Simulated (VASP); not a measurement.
CaF2 (fluorite): the bulk modulus from VASP (plane waves, PAW) at several levels of theory. Static lattice, third-order Birch-Murnaghan fit over five volumes.  The measured value holds thermal and zero-point effects that the static calculation lacks.

| level | bulk modulus (GPa) | error against measurement |
|---|---|---|
| LDA | 101 | +21.5 % |
| PBE | 77.5 | -6.7 % |
| PBEsol | 86.1 | +3.7 % |
| PBE-D4 | 80.2 | -3.4 % |
| SCAN | 92.5 | +11.5 % |
| r2SCAN | 89.7 | +8.1 % |
| r2SCAN+rVV10 | 92.9 | +12.0 % |

Measured: 83.0 GPa (as given by On the Morphology of Group II Metal Fluoride Nanocrystals at Finite Temperature and Partial Pressure of HF, PMC6154342).

The cell of the LDA run:

Space group Fm-3m (No. 225); a = b = c = 5.343 Å, α = β = γ = 90.00°

```csv
atom,site,symmetry,x,y,z
Ca,4a,m-3m,0.0000,0.0000,0.0000
F,8c,-43m,0.2500,0.2500,0.2500
```
(The calculation used a cell of 3 atoms; values per cell refer to that cell.)

Only levels that ran to the end are used. Left out are those held back, those with too coarse a band path, GW runs whose mesh misses a band edge, hybrids' fits of cells that aren't cubic and levels without matching references; a question may draw on a part of the rest.

The compound is CaF2 in the fluorite structure.
